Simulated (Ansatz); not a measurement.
# HgTe: the cost of one run

Program: Ansatz 0.2.0. PAW datasets, plane waves, zero pressure. Simulation only: spin-unpolarised, and no claim that this is the phase found in nature.

### 1 Starting point

This is the cell as the run starts from it, not yet at rest; its lengths are not the crystal's.

The symmetry is P6_3mc (No. 186, hexagonal); conventional cell a = 4.394 Å, c = 7.176 Å, 30.00 Å³ an atom. Around Hg lie 4 Te at 2.69 Å; around Te lie 4 Hg at 2.69 Å.

As a file:

```
CELL_PARAMETERS angstrom
4.39438 0.00000 0.00000
-2.19719 3.80565 0.00000
0.00000 0.00000 7.17603
ATOMIC_POSITIONS crystal
Hg 0.33333 0.66667 0.00000
Hg 0.66667 0.33333 0.50000
Te 0.33333 0.66667 0.37500
Te 0.66667 0.33333 0.87500
```

### 2 PBE: cell and atoms

The input, input.yaml:

```yaml
crystal:
  lattice:
    - [4.3943845986, 0.0, 0.0]
    - [-2.1971922993, 3.8056486963, 0.0]
    - [0.0, 0.0, 7.1760300494]
  atoms:
    - { symbol: Hg, position: [0.3333333333, 0.6666666667, 0.0] }
    - { symbol: Hg, position: [0.6666666667, 0.3333333333, 0.5] }
    - { symbol: Te, position: [0.3333333333, 0.6666666667, 0.375] }
    - { symbol: Te, position: [0.6666666667, 0.3333333333, 0.875] }
kpoints:
  mp_grid: { grid: [6, 6, 4] }
hamiltonian:
  xc: pbe
scf:
  occupations: { method: fermi_dirac, width: 0.02 }
relax:
  f_tol: 0.005
  cell: {}
```

The run is started by

```bash
> ansatz run input.yaml --threads 2 --pin off --max-ram 2211MiB --backend cpu --events-out ev --progress --plain --runs-dir out
```

**Question.** How long does this run take on 2 threads of Arm Neoverse V1, shared host, and how much memory does it need?

About 34 s, with a peak of 0.43 GiB.
